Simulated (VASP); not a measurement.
# LiCl: Cl into a neighbouring Cl vacancy, part 3 of 5

Wanted: the minimum-energy path in LiCl for this move: Cl into a neighbouring Cl vacancy. The start is a cell from a database of measured crystal structures.

VASP 6.6.1; PBEsol; plane waves and PAW (Cl, Li).

So far. Step 2 (Relax the host): The run ended after 3 ionic steps, 0.004 eV below its first step, once forces and stress met EDIFFG = -0.02. Step 3 (Relax the start): The run ended after 9 ionic steps, 0.809 eV below its first step, once the forces on the free atoms met EDIFFG = -0.05.

The database entry behind the starting cell differs from later determinations by our own check (0.1 to 0.3 % short, probably kX units), so it need not match the best structure at ambient conditions.

### Step 4. Relax the end

The end state is relaxed in the same way, so that both ends share their errors.

This cell carries charge +1, set by NELECT and balanced by a uniform background.

Contents of INCAR:

```
SYSTEM = Li27Cl26
PREC = Normal
ENCUT = 280
EDIFF = 1E-05
NELM = 120
ISMEAR = 0
SIGMA = 0.05
LREAL = Auto
ALGO = Fast
GGA = PS
NELECT = 208
LORBIT = 11
LWAVE = .FALSE.
LCHARG = .FALSE.
KPAR = 6
IBRION = 2
NSW = 60
ISIF = 2
EDIFFG = -0.05
POTIM = 0.4
MAXMIX = 40
ISYM = 0
```

Contents of POSCAR:

```
Li27Cl26
1.0
    0.0000000000      7.6154646735      7.6154646735
    7.6154646735      0.0000000000      7.6154646735
    7.6154646735      7.6154646735      0.0000000000
Cl Li
26 27
Direct
    0.1675391939      0.1651726060      0.1681566123
    0.1687164664      0.1664556300      0.8318915360
    0.1686599577      0.4985560319      0.1698535556
    0.1671839462      0.4992923223      0.4991518696
    0.1667128894      0.5004106527      0.8332082505
    0.1691953893      0.8292952103      0.1663167447
    0.1707744080      0.8326851997      0.4975671431
    0.1650067691      0.8325450013      0.8354164731
    0.4958891499      0.1677854613      0.1730892828
    0.4990964255      0.1634871519      0.5011320024
    0.5007859910      0.1691011505      0.8313417125
    0.4952311019      0.5048784189      0.1643150921
    0.5038017527      0.4966397328      0.4991124174
    0.5002821890      0.5045196985      0.8302538764
    0.4964387869      0.8378736466      0.1674315408
    0.4991912450      0.8308182281      0.5007468548
    0.4958867791      0.8366689685      0.8349012610
    0.8315102587      0.1678612506      0.1667890948
    0.8323611490      0.1645647310      0.5006216850
    0.8331985669      0.1659249902      0.8329247502
    0.8338630702      0.5014483733      0.1653671745
    0.8327053545      0.4988821067      0.5002691048
    0.8330455071      0.5016502773      0.8303003043
    0.8343259271      0.8332842004      0.1637152787
    0.8296277762      0.8317358238      0.5026547617
    0.8312673648      0.8316900568      0.8360809765
   -0.0034109672      0.0004533325      0.0015697143
   -0.0000939892      0.0006261274      0.3329586172
    0.0036968454     -0.0052795686      0.6677291635
    0.0023684666      0.3300330677     -0.0007432416
   -0.0009509693      0.3341274103      0.3333924110
   -0.0004119068      0.3355277697      0.6651176875
   -0.0004238147      0.6672927867     -0.0018601881
   -0.0020177894      0.6664192765      0.3347495065
   -0.0044790156      0.6684383908      0.6665226452
    0.3315309639      0.0018758889     -0.0017720925
    0.3333842987     -0.0024534199      0.3356426698
    0.3313656590     -0.0044864653      0.6695093544
    0.3273868438      0.3373631044      0.0041116685
    0.3298136689      0.3321797999      0.3367483899
    0.3330424833      0.3324425187      0.6692039400
    0.3331479273      0.6644654022      0.0014617158
    0.3321331141      0.6660943542      0.3350569572
    0.3337155474      0.6639853880      0.6656919587
    0.6665678673      0.0021527372      0.0004772014
    0.6658069428     -0.0011966152      0.3348834974
    0.6677263043     -0.0018729499      0.6702940662
    0.6666058136      0.3321302313     -0.0003536632
    0.6673872470      0.3318487352      0.3329756820
    0.6652028559      0.3356478131      0.6681310071
    0.6669082262      0.6701983150     -0.0010314151
    0.6659550877      0.6664163425      0.3319220538
    0.6649311251      0.6683100412      0.6647220174
```

Contents of KPOINTS:

```
Automatic mesh
0
Gamma
2 2 2
0 0 0
```

PAW data sets: Cl and Li (PBE family, release 64).

Run with:

```bash
> mpirun -np 6 vasp_std
```

The log of the run:

```text
[... set-up lines as in an earlier step ...]
 entering main loop
       N       E                     dE             d eps       ncg     rms          rms(c)
DAV:   1     0.982014202947E+03    0.98201E+03   -0.61415E+04  2144   0.818E+02
DAV:   2    -0.107949165204E+03   -0.10900E+04   -0.10613E+04  2688   0.196E+02
DAV:   3    -0.203514348813E+03   -0.95565E+02   -0.95275E+02  2528   0.684E+01
DAV:   4    -0.205143096615E+03   -0.16287E+01   -0.16258E+01  2496   0.106E+01
DAV:   5    -0.205181640291E+03   -0.38544E-01   -0.38515E-01  2464   0.157E+00BRMIX: very serious problems
 the old and the new charge density differ
 old charge density:   209.00000 new  207.99998
BRMIX: very serious problems
 the old and the new charge density differ
 old charge density:   209.00000 new  207.99998
BRMIX: very serious problems
 the old and the new charge density differ
 old charge density:   209.00000 new  207.99998
BRMIX: very serious problems
 the old and the new charge density differ
 old charge density:   209.00000 new  207.99998
BRMIX: very serious problems
 the old and the new charge density differ
 old charge density:   209.00000 new  207.99998
BRMIX: very serious problems
 the old and the new charge density differ
 old charge density:   209.00000 new  207.99998
    0.120E+01
RMM:   6    -0.203785942685E+03    0.13957E+01   -0.26705E+00  2096   0.302E+00    0.825E+00
RMM:   7    -0.203589379501E+03    0.19656E+00   -0.32438E+00  2096   0.315E+00    0.329E+00
RMM:   8    -0.203538246154E+03    0.51133E-01   -0.57450E-01  2096   0.146E+00    0.105E+00
RMM:   9    -0.203530171584E+03    0.80746E-02   -0.42382E-02  2096   0.489E-01    0.686E-01
RMM:  10    -0.203531355046E+03   -0.11835E-02   -0.35824E-02  2096   0.344E-01    0.335E-01
RMM:  11    -0.203534427268E+03   -0.30722E-02   -0.93190E-03  2096   0.186E-01    0.284E-01
RMM:  12    -0.203534613588E+03   -0.18632E-03   -0.20499E-03  2170   0.798E-02    0.247E-01
RMM:  13    -0.203534510444E+03    0.10314E-03   -0.19535E-03  2096   0.786E-02    0.529E-02
RMM:  14    -0.203534523526E+03   -0.13082E-04   -0.22171E-04  1992   0.339E-02    0.490E-02
RMM:  15    -0.203534506916E+03    0.16610E-04   -0.95541E-05  1889   0.198E-02    0.112E-02
RMM:  16    -0.203534507064E+03   -0.14795E-06   -0.25676E-05  1380   0.102E-02
   1 F= -.20353451E+03 E0= -.20353451E+03  d E =-.203535E+03
 curvature:   0.00 expect dE= 0.000E+00 dE for cont linesearch  0.000E+00
 trial: gam= 0.00000 g(F)=  0.253E+00 g(S)=  0.000E+00 ort = 0.000E+00 (trialstep = 0.100E+01)
 search vector abs. value=  0.253E+00
 bond charge predicted
       N       E                     dE             d eps       ncg     rms          rms(c)
DAV:   1    -0.203739751965E+03   -0.20525E+00   -0.65482E+00  2472   0.529E+00    0.148E+00
RMM:   2    -0.203800914625E+03   -0.61163E-01   -0.43361E-01  2096   0.151E+00    0.245E+00
RMM:   3    -0.203765252807E+03    0.35662E-01   -0.10010E-01  2096   0.774E-01    0.501E-01
RMM:   4    -0.203764314305E+03    0.93850E-03   -0.45137E-02  2096   0.416E-01    0.564E-01
RMM:   5    -0.203763567246E+03    0.74706E-03   -0.44192E-03  2096   0.161E-01    0.250E-01
RMM:   6    -0.203763634615E+03   -0.67369E-04   -0.48489E-03  2096   0.119E-01    0.107E-01
RMM:   7    -0.203763605396E+03    0.29219E-04   -0.80750E-04  2101   0.635E-02    0.869E-02
RMM:   8    -0.203763592535E+03    0.12860E-04   -0.42681E-04  2064   0.369E-02    0.865E-02
RMM:   9    -0.203763520217E+03    0.72318E-04   -0.10239E-04  1997   0.206E-02    0.354E-02
RMM:  10    -0.203763511020E+03    0.91974E-05   -0.14853E-04  1887   0.183E-02    0.213E-02
RMM:  11    -0.203763512618E+03   -0.15981E-05   -0.15711E-05  1256   0.958E-03
   2 F= -.20376351E+03 E0= -.20376351E+03  d E =-.229006E+00
[...]
3 F= -.20416536E+03 E0= -.20416536E+03  d E =-.630854E+00
[...]
4 F= -.20420449E+03 E0= -.20420449E+03  d E =-.669980E+00
[...]
5 F= -.20425663E+03 E0= -.20425663E+03  d E =-.521459E-01
[...]
6 F= -.20433057E+03 E0= -.20433057E+03  d E =-.126080E+00
[...]
7 F= -.20433102E+03 E0= -.20433102E+03  d E =-.126535E+00
[...]
8 F= -.20434468E+03 E0= -.20434468E+03  d E =-.136598E-01
 trial-energy change:   -0.013660  1 .order   -0.013656   -0.018293   -0.009019
 step:   6.0887(harm=  6.0887)  dis= 0.03135  next Energy=  -204.349064 (dE=-0.180E-01)
 bond charge predicted
       N       E                     dE             d eps       ncg     rms          rms(c)
DAV:   1    -0.204342276348E+03    0.23993E-02   -0.19144E+00  2294   0.287E+00    0.872E-01
RMM:   2    -0.204348173761E+03   -0.58974E-02   -0.65752E-02  2096   0.687E-01    0.276E-01
RMM:   3    -0.204348968996E+03   -0.79523E-03   -0.83574E-03  2096   0.249E-01    0.377E-02
RMM:   4    -0.204349147872E+03   -0.17888E-03   -0.18861E-03  2139   0.109E-01    0.684E-02
RMM:   5    -0.204349128710E+03    0.19162E-04   -0.34721E-04  2108   0.497E-02    0.563E-02
RMM:   6    -0.204349126996E+03    0.17145E-05   -0.94566E-05  1934   0.238E-02
   9 F= -.20434913E+03 E0= -.20434913E+03  d E =-.181049E-01
 curvature:  -3.89 expect dE=-0.184E-02 dE for cont linesearch -0.640E-07
 trial: gam= 0.06110 g(F)=  0.473E-03 g(S)=  0.000E+00 ort = 0.112E-04 (trialstep = 0.369E+01)
 search vector abs. value=  0.503E-03
 reached required accuracy - stopping structural energy minimisation
```

Run time: 20 min. Hardware: 6 MPI ranks of AMD EPYC 7R43, shared host; peak memory 3.4 GiB.

OUTCAR, selected parts (step 4):

```text
NELECT = 208

 ion  position               nearest neighbor table
   1  0.168  0.165  0.168-  39 2.53  28 2.53  36 2.54  37 2.54  30 2.54  31 2.55
   2  0.169  0.166  0.832-  36 2.51  41 2.52  30 2.52  38 2.54  32 2.56  27 2.58
   3  0.169  0.499  0.170-  39 2.49  40 2.50  42 2.52  34 2.53  31 2.54  33 2.60
   4  0.167  0.499  0.499-  40 2.51  32 2.52  43 2.53  34 2.54  41 2.56  35 2.56
   5  0.167  0.500  0.833-  44 2.52  39 2.53  33 2.53  41 2.53  30 2.55  35 2.57
   6  0.169  0.829  0.166-  42 2.51  43 2.53  34 2.54  36 2.55  27 2.57  28 2.57
   7  0.171  0.833  0.498-  37 2.49  43 2.51  44 2.52  29 2.53  28 2.56  35 2.59
   8  0.165  0.833  0.835-  29 2.51  38 2.51  33 2.52  27 2.54  42 2.55  44 2.58
   9  0.496  0.168  0.173-  40 2.50  46 2.53  37 2.53  48 2.55  39 2.57  45 2.58
  10  0.499  0.163  0.501-  46 2.52  40 2.54  38 2.56  49 2.56  41 2.57  47 2.57
  11  0.501  0.169  0.831-  41 2.51  50 2.52  47 2.53  45 2.55  36 2.56  39 2.60
  12  0.495  0.505  0.164-  42 2.47  43 2.53  51 2.57  48 2.57  40 2.58  49 2.60
  13  0.504  0.497  0.499-  50 2.52  49 2.52  52 2.53  44 2.54  41 2.55  43 2.56
  14  0.500  0.505  0.830-  53 2.50  50 2.52  44 2.52  42 2.52  48 2.56  39 2.59
  15  0.496  0.838  0.167-  37 2.50  52 2.54  36 2.54  45 2.55  43 2.56  51 2.56
  16  0.499  0.831  0.501-  53 2.51  37 2.52  44 2.53  52 2.54  38 2.54  46 2.55
  17  0.496  0.837  0.835-  36 2.50  38 2.51  47 2.54  42 2.55  51 2.55  53 2.58
  18  0.832  0.168  0.167-  49 2.51  48 2.53  27 2.53  30 2.54  28 2.55  46 2.55
  19  0.832  0.165  0.501-  47 2.52  28 2.53  49 2.53  31 2.56  29 2.58  50 2.58
  20  0.833  0.166  0.833-  45 2.52  27 2.53  50 2.53  48 2.54  32 2.56  29 2.56
  21  0.834  0.501  0.165-  52 2.52  33 2.53  31 2.54  51 2.54  49 2.56  30 2.57
  22  0.833  0.499  0.500-  50 2.52  31 2.53  32 2.53  34 2.53  53 2.54  52 2.55
  23  0.833  0.502  0.830-  35 2.51  32 2.52  53 2.54  48 2.56  51 2.57  30 2.58
  24  0.834  0.833  0.164-  27 2.51  45 2.52  33 2.53  34 2.55  52 2.55  46 2.56
  25  0.830  0.832  0.503-  53 2.50  35 2.51  46 2.53  34 2.54  47 2.54  28 2.58
  26  0.831  0.832  0.836-  51 2.48  47 2.51  33 2.52  35 2.53  45 2.55  29 2.56
  27  0.997  0.000  0.002-  24 2.51  20 2.53  18 2.53   8 2.54   6 2.57   2 2.58
  28  1.000  0.001  0.333-  19 2.53   1 2.53  18 2.55   7 2.56   6 2.57  25 2.58
  29  0.004  0.995  0.668-   8 2.51   7 2.53  26 2.56  20 2.56  19 2.58
  30  0.002  0.330  0.999-   2 2.52  18 2.54   1 2.54   5 2.55  21 2.57  23 2.58
  31  0.999  0.334  0.333-  22 2.53  21 2.54   3 2.54   1 2.55  19 2.56
  32  1.000  0.336  0.665-  23 2.52   4 2.52  22 2.53   2 2.56  20 2.56
  33  1.000  0.667  0.998-  26 2.52   8 2.52  21 2.53  24 2.53   5 2.53   3 2.60
  34  0.998  0.666  0.335-  22 2.53   3 2.53  25 2.54   4 2.54   6 2.54  24 2.55
  35  0.996  0.668  0.667-  23 2.51  25 2.51  26 2.53   4 2.56   5 2.57   7 2.59
  36  0.332  0.002  0.998-  17 2.50   2 2.51   1 2.54  15 2.54   6 2.55  11 2.56
  37  0.333  0.998  0.336-   7 2.49  15 2.50  16 2.52   9 2.53   1 2.54
  38  0.331  0.996  0.670-   8 2.51  17 2.51   2 2.54  16 2.54  10 2.56
  39  0.327  0.337  0.004-   3 2.49   5 2.53   1 2.53   9 2.57  14 2.59  11 2.60
[...]
52  0.666  0.666  0.332-  21 2.52  13 2.53  16 2.54  15 2.54  22 2.55  24 2.55
  53  0.665  0.668  0.665-  25 2.50  14 2.50  16 2.51  23 2.54  22 2.54  17 2.58

 Found      8 irreducible k-points:

 E-fermi :   0.7159

 k-point     1 :       0.0000    0.0000    0.0000
  band No.  band energies     occupation
    ...
    100       0.2774      2.00000
    101       0.2787      2.00000
    102       0.4246      2.00000
    103       0.4250      2.00000
    104       0.4260      2.00000
    105       5.6578      0.00000
    106       7.0136      0.00000
    107       7.3878      0.00000
    108       7.3886      0.00000
    109       7.3897      0.00000
    ...

 k-point     2 :       0.5000    0.0000    0.0000
  band No.  band energies     occupation
    ...
    100       0.2170      2.00000
    101       0.3262      2.00000
    102       0.3287      2.00000
    103       0.3742      2.00000
    104       0.3775      2.00000
    105       6.0016      0.00000
    106       7.1587      0.00000
    107       7.2827      0.00000
    108       7.7685      0.00000
    109       7.8444      0.00000
    ...

  Total      -12.2645104    -12.2521785    -12.2257387      0.0210424      0.0191934      0.0360361
  in kB      -22.2454696    -22.2231020    -22.1751452      0.0381669      0.0348131      0.0653625
  external PRESSURE =     -22.2145723 kB  Pullay stress =       0.0000000 kB

 POSITION                                       TOTAL-FORCE (eV/Angst)
 -----------------------------------------------------------------------------------
      2.58768      2.58369      2.53289        -0.003298     -0.008203     -0.002451
      7.56975      7.56561      2.53075         0.009174      0.006587      0.002615
      5.08373      2.58413      5.02271        -0.000234     -0.005945      0.007034
      7.57375      5.07779      5.02616         0.004406     -0.005722      0.001723
     10.15858      7.60671      5.06519         0.000875      0.004173      0.001830
      7.61492      2.54009      7.61658        -0.004690     -0.001785     -0.008393
     10.19436      5.07736      7.65306         0.002190     -0.002311     -0.000847
     12.69052      7.56975      7.65361         0.003939     -0.000143     -0.010574
      2.59428      5.07627      5.02298        -0.001065      0.002122      0.004917
      5.08144      7.57149      5.01589        -0.004465      0.006107      0.015329
      7.62231     10.16125      5.06921        -0.007926     -0.008736      0.005502
      5.07885      5.07938      7.65750         0.002854     -0.013286      0.017082
      7.60095      7.60742      7.61712         0.007889      0.012230     -0.003953
     10.16537     10.15935      7.61506        -0.009953     -0.008036     -0.000008
      7.56792      5.07143     10.15163        -0.000820      0.001741     -0.001496
     10.19780      7.56981     10.14390        -0.004650      0.000148     -0.000580
     12.69747     10.20285     10.14916         0.003624      0.004657     -0.002490
      2.54612      7.60459      7.61431        -0.005581      0.007820     -0.003007
      5.07456     10.20483      7.65520         0.001907     -0.014316     -0.008547
      7.56825     12.69030      7.66122         0.007421      0.002233     -0.012687
      5.07107      7.56088     10.14801         0.005121     -0.004322      0.004347
      7.56501     10.19786     10.14803         0.012018     -0.008552      0.000710
     10.20729     12.68620     10.14669         0.000964      0.000325      0.005425
      7.61488      7.60447     12.67805        -0.007234      0.005210      0.010841
     10.16241     10.15401     12.67999        -0.003204      0.001660      0.001676
     12.69593     12.68859     12.63886         0.000404      0.004863     -0.015489
      7.62320      7.61558     15.21683        -0.003698      0.004698      0.001087
     10.15010     10.14727     15.22279        -0.003957     -0.000307     -0.007209
     12.68491     12.69595     14.95819         0.004997      0.000918      0.025112
     10.14410      7.61322      2.53537        -0.006166      0.010718     -0.002506
      5.07676      9.88340     10.14086         0.001745      0.024045      0.009649
      7.88284     12.68538     10.15241        -0.019045      0.004614     -0.001553
      5.07526      7.61358     12.68755         0.003778      0.013046      0.014019
      7.62375     10.14527     12.69026         0.002975     -0.000984      0.004278
     10.15391     12.68195     12.68060        -0.010523      0.008469      0.021753
      7.62445     10.14354      2.53710         0.005390     -0.004161     -0.002152
      9.89357      5.07697     10.14814         0.008043      0.001209     -0.000817
     12.68977      7.87939     10.13619         0.000904     -0.013924      0.008123
[...]
-----------------------------------------------------------------------------------
    total drift:                                0.003321     -0.007648     -0.019565

  FREE ENERGIE OF THE ION-ELECTRON SYSTEM (eV)
  ---------------------------------------------------
  free  energy   TOTEN  =      -204.3491269960 eV

  energy  without entropy=     -204.3491269960  energy(sigma->0) =     -204.34912700

 total charge
# of ion       s       p       d       tot
------------------------------------------
    1        1.578   3.575   0.000   5.154
    2        1.578   3.575   0.000   5.153
    3        1.578   3.575   0.000   5.153
    4        1.578   3.575   0.000   5.153
    5        1.578   3.577   0.000   5.156
    6        1.578   3.577   0.000   5.156
    7        1.578   3.575   0.000   5.153
    8        1.578   3.575   0.000   5.153
    9        1.578   3.575   0.000   5.153
   10        1.578   3.575   0.000   5.153
   11        1.578   3.577   0.000   5.156
   12        1.579   3.590   0.000   5.169
   13        1.578   3.577   0.000   5.156
   14        1.578   3.577   0.000   5.156
   15        1.579   3.590   0.000   5.168
   16        1.578   3.575   0.000   5.153
   17        1.579   3.589   0.000   5.168
   18        1.578   3.578   0.000   5.156
   19        1.578   3.575   0.000   5.154
   20        1.578   3.575   0.000   5.153
   21        1.579   3.590   0.000   5.168
   22        1.578   3.575   0.000   5.153
   23        1.579   3.590   0.000   5.168
   24        1.578   3.577   0.000   5.156
   25        1.578   3.577   0.000   5.156
   26        1.579   3.590   0.000   5.168
   27        0.063   0.119   0.000   0.182
   28        0.063   0.119   0.000   0.183
   29        0.071   0.133   0.000   0.204
   30        0.062   0.116   0.000   0.178
   31        0.071   0.134   0.000   0.204
   32        0.071   0.133   0.000   0.204
   33        0.062   0.116   0.000   0.178
   34        0.063   0.119   0.000   0.182
   35        0.062   0.116   0.000   0.178
   36        0.062   0.116   0.000   0.178
   37        0.070   0.133   0.000   0.203
[...]
--------------------------------------------------
tot         42.783  96.341   0.000 139.124

[... 6 parts as in an earlier step ...]

[... 5 further parts left out ...]
```

The steps of the relaxation:

| step | energy less that of the first step (eV) | largest force (eV/Å) |
| --- | --- | --- |
| 1 | 0.0000 | 0.8430 |
| 2 | -0.2290 | 0.7266 |
| 3 | -0.6309 | 0.3635 |
| 4 | -0.6700 | 0.3221 |
| 5 | -0.7221 | 0.2286 |
| 6 | -0.7961 | 0.1009 |
| 7 | -0.7965 | 0.1194 |
| 8 | -0.8102 | 0.0531 |
| 9 | -0.8146 | 0.0347 |

The atoms that moved most (Å):

| atom | dx | dy | dz | length |
| --- | --- | --- | --- | --- |
| Li40 | -0.005 | 0.009 | 0.298 | 0.298 |
| Li31 | -0.007 | -0.264 | -0.012 | 0.264 |
| Li29 | 0.025 | -0.033 | -0.261 | 0.264 |
| Li32 | 0.262 | 0.008 | -0.015 | 0.263 |
| Li37 | -0.259 | -0.018 | 0.012 | 0.260 |
| Li38 | 0.010 | 0.257 | 0.031 | 0.259 |
| Cl15 | -0.088 | 0.016 | -0.010 | 0.090 |
| Cl19 | 0.009 | 0.054 | 0.063 | 0.083 |

Numbers from this step:

* electronic cycles: 92
* Fermi energy: 0.7159 eV
* gap on the k-mesh: 5.228 eV
* least direct gap on the k-mesh: 5.232 eV

The run ended after 9 ionic steps, 0.815 eV below its first step, once the forces on the free atoms met EDIFFG = -0.05.

[end of part 3 of 5]

[Lines on the potential files, build, host, timing and source positions are cut from VASP's logs without a mark.]

[Logs are printed without paths, hosts, clocks, repeated set-up lines and the standing remarks that a program may print on its own settings, such as how far it seeks lower states.]

[Hosts, paths, dates, database ids (printed as entryN), source tags and the programs' standing remarks are cut or masked in the printed files.]

[Runs that stopped without an error message from VASP are left out.]
